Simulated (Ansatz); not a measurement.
# KMgF3 in Ansatz: convergence with smearing width

KMgF3:

```
K Mg F
1.0
     3.98590    0.00000    0.00000
     0.00000    3.98590    0.00000
     0.00000    0.00000    3.98590
K Mg F
1 1 3
Cartesian
  1.9593 2.0783 1.9283
  -0.0074 0.0248 0.0008
  0.0062 0.0033 2.0532
  -0.0096 1.9490 0.0388
  2.0197 0.0325 -0.0110
```

The cell isn't the ideal one: atoms moved at random, drawn with an rms of 0.05 Å.

- Program: Ansatz 0.2.0
- Task: convergence study
- Functional: PBE
- Potentials or basis: JTH PAW
- Cutoff: 1500 eV (not typed: the program's choice for these potentials)
- k mesh: 5 × 5 × 5
- Occupations: fermi-dirac, width 0.3 eV
- Spin: no spin polarisation

These are the settings of the first run; the series varies smearing width, with any setting tied to it.

Hardware: 2 threads of Arm Neoverse V1, on a shared host.

```tsv
smearing width	energy less the tightest run, at zero smearing (meV/atom)	SCF cycles	CPU time (s)	peak memory (GiB)
0.3 eV	0.00	10	68	0.86
0.2 eV	0.00	9	66	0.84
0.15 eV	0.00	9	66	0.82
0.1 eV	0.00	9	67	0.82
0.05 eV	0.00	9	64	0.82
0.025 eV	0.00	9	65	0.82
0.01 eV	0.00	9	65	0.82
0.005 eV	0.00	9	65	0.82
```

Against the tightest run, the energy stays within 1 meV/atom from 0.3 eV on. The tightest run that finished is the yardstick and may itself not be fully converged.
